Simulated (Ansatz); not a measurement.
What does this script print? It uses Ansatz's Python interface.

The script, `co2_convert.py`:
```python
"""Chain to YAML and back, for CO2."""

from pathlib import Path

import ansatz as az


def main() -> None:
    structure = (
        az.Lattice.from_parameters(4.335, 4.335, 6.102, alpha=90, beta=90, gamma=90)
        .space_group(92, hermann_mauguin="P41212")
        .atom("C", (0.46, 0.46, 0.0))
        .atom("O", (0.262, 0.218, 0.26))
    )

    calc = (
        structure.calculation()
        .occupations("fixed")
        .functional("pbesol", dispersion="D3(BJ)")
        .scf(tolerance=1e-05)
        .basis(420)
        .kpoints(3, 3, 2)
        .phonons("dfpt", mesh=2)
    )
    Path("written.yaml").write_text(calc.to_yaml())
    back = az.Calculation.from_yaml("written.yaml")
    print(back.to_python())
    print("same input:", back.to_yaml() == calc.to_yaml())


if __name__ == "__main__":
    main()
```

```console
$ python co2_convert.py
(
    az.Lattice.from_parameters(4.335, 4.335, 6.102, alpha=90.0, beta=90.0, gamma=90.0)
    .space_group(92, hermann_mauguin="P41212")
    .atom("C", (0.46, 0.46, 0.0))
    .atom("O", (0.262, 0.218, 0.26))
    .calculation()
    .basis(cutoff=420.0)
    .kpoints(3, 3, 2)
    .functional("pbesol", dispersion="d3bj")
    .scf(tolerance=1e-05)
    .occupations(method="fixed")
    .phonons(method="dfpt", mesh=(2, 2, 2))
)

same input: True
```

It writes `written.yaml`:
```yaml
crystal:
  lattice:
    a: 4.335
    b: 4.335
    c: 6.102
    alpha: 90.0
    beta: 90.0
    gamma: 90.0
  space_group: 92
  setting:
    hermann_mauguin: P41212
  atoms:
    - { symbol: C, position: [0.46, 0.46, 0.0] }
    - { symbol: O, position: [0.262, 0.218, 0.26] }
basis:
  ecutwfc: 420.0
kpoints:
  mp_grid:
    grid: [3, 3, 2]
hamiltonian:
  xc: pbesol
  dispersion: d3bj
scf:
  convergence:
    dr2_threshold: 1.0e-05
  occupations:
    method: fixed
phonons:
  method: dfpt
  qmesh: [2, 2, 2]
```

The input is only written out: it wasn't run, and its settings aren't tested. Fixed occupations are right only where the crystal has a gap.
